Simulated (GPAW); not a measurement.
Runs of GPAW 26.7.0 on GaN. Symmetry: P6_3mc, No. 186, hexagonal system. The conventional cell has a = 3.180 Å, b = 3.180 Å, c = 5.166 Å, α = 90.00°, β = 90.00°, γ = 120.00°. Around Ga (site symmetry 3m) lie 4 N at 1.94 to 1.95 Å. N (site symmetry 3m) has 4 Ga at 1.94 to 1.95 Å as nearest neighbours. 

```csv
task,level,potentials or basis,spin,cell,band path,band points,spin axis theta (degrees),spin axis phi (degrees),eigensolver,gap on the mesh (eV),pressure (GPa),V0 of scaled cells (Å³/atom),relaxed volume (Å³/atom),B0 (GPa),largest force (eV/Å)
equation of state,LDA,"PAW data sets generated in the run's folder for this functional, pw",off,as given,-,-,-,-,-,-,-,11.51,-,214,-
band structure,r2SCAN,"GPAW PAW data sets (gpaw-data 1.2.1), pw","SOC, no magnetisation",as given,"GMKGALHA,LM,KH",80,54.7,45,-,2.54,7.2,-,-,-,0.18
relaxation of cell and atoms,revTPSS+D4,"GPAW PAW data sets (gpaw-data 1.2.1), pw",off,relaxed,-,-,-,-,davidson,1.71,0.0,-,11.63,-,-
equation of state,LDA,"JTH PAW 2.0, LDA, pw",off,as given,-,-,-,-,-,-,-,11.05,-,202,-
relaxation of cell and atoms,RPBE+D3,"the program's PAW data sets (release 1.2.1) made for this functional, pw",off,relaxed,-,-,-,-,-,1.66,-0.1,-,12.09,-,0.01
relaxation of cell and atoms,TPSS+D3,"GPAW PAW data sets (gpaw-data 1.2.1), pw",off,relaxed,-,-,-,-,davidson,1.66,0.1,-,(b),-,0.01
band structure,BEEF-vdW,"GPAW PAW data sets (gpaw-data 1.2.1), pw","SOC, no magnetisation",as given,"GMKGALHA,LM,KH",80,0,0,-,2.19,-,-,-,-,0.18
band structure,C09-vdW,"GPAW PAW data sets (gpaw-data 1.2.1), pw","SOC, no magnetisation",as given,"GMKGALHA,LM,KH",60,54.7,45,-,2.10,-,-,-,-,0.18
relaxation of cell and atoms,SCAN+D4,"GPAW PAW data sets (gpaw-data 1.2.1), pw",off,relaxed to -1 GPa,-,-,-,-,-,2.25,-1.0,-,-,-,0.01
band structure,WC,"PAW data sets generated in the run's folder for this functional, pw","SOC, no magnetisation",as given,"GMKGALHA,LM,KH",100,0,0,-,2.01,(a),-,-,-,0.17
relaxation of cell and atoms,SOGGA,"PAW data sets generated in the run's folder for this functional, pw",off,relaxed to 1 GPa,-,-,-,-,-,1.80,1.1,-,-,-,-
band structure,SCAN,"GPAW PAW data sets (gpaw-data 1.2.1), pw","SOC, no magnetisation",as given,"GMKGALHA,LM,KH",100,54.7,45,-,2.46,7.4,-,-,-,-
```

Alike in all rows: k mesh 7 × 7 × 4; cutoff (eV) 800; smearing fermi-dirac 0.05 eV.

**Question.** Fill in the values left out.

**Answer.** (a) 9.1; (b) 11.83.

Caveats: the data sets keep Ga 3d, Li 1s and Be 1s frozen, and some such compounds lay over 1.5 % in volume off other programs (some runs); the PAW data sets were made with another functional, which shifts forces and pressure a little (some runs); spin-orbit coupling was added after a scalar SCF, so levels and gaps hold it while energy, forces, pressure and moments don't (some runs); this program's spin-orbit splittings come out too wide for heavy elements (some runs); later steps reuse the first step's grids (some runs); the cell was scaled at fixed shape and fractional positions, which overstates the stiffness of a crystal with free parameters, most of all of layers and chains (some runs); the program truncates these outside data sets (some runs).

A k mesh can miss the band edges, and rows without SOC leave out spin-orbit coupling on Ga.

Runs at the PBE level aren't shown here.
